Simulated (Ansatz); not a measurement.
## PtSe2 (Sudovikovite) under changes of volume

One of the cells (20.265 Å³/atom); the others are scaled copies at fixed shape and fractional positions:

```
Pt Se
1.0
     3.72400    0.00000    0.00000
    -1.86200    3.22508    0.00000
     0.00000    0.00000    5.06200
Pt Se
1 2
Cartesian
  0.0000 0.0000 0.0000
  1.8620 1.0750 3.7965
  0.0000 2.1501 1.2655
```

| Quantity | Value |
| --- | --- |
| Program | Ansatz 0.2.0 |
| Functional | PBE |
| Potentials or basis | Ansatz PAW |
| Cutoff | 420 eV (not typed: the program's choice for these potentials) |
| k mesh | 8 × 8 × 5 |
| Occupations | fermi-dirac, width 0.05 eV |
| Spin | no spin polarisation |

```tsv
volume (Å³/atom)	energy over the lowest point (meV/atom)	pressure (GPa)	largest force (eV/Å)
19.049	118.42	17.7	1.472
19.455	78.60	13.8	1.153
19.860	?	?	?
20.265	25.70	7.3	0.592
20.671	10.76	4.5	0.346
21.076	2.43	2.1	0.120
21.481	0.00	-0.1	0.088
```

Q: What does the run at 19.860 Å³/atom give?

A: Energy over the lowest point 48.02 meV/atom; pressure 10.4 GPa; largest force 0.860 eV/Å.

Worked out: A Birch-Murnaghan fit of order 3 (a polynomial in V^(-2/3)) to the other rows has its minimum at 21.46 Å³/atom with B0 = V·E''(V) = 112 GPa and B' = 4.8 at fixed shape and positions, which overstates the stiffness. It gives 48.04 meV/atom at 19.860 Å³/atom, against the run's 48.02, and -dE/dV = 10.4 GPa, against 10.4.

Energies are extrapolated to zero smearing.

Caveats: forces of over 1 eV/Å show positions far from the minimum, so gaps and moduli don't describe the material at rest (some runs).
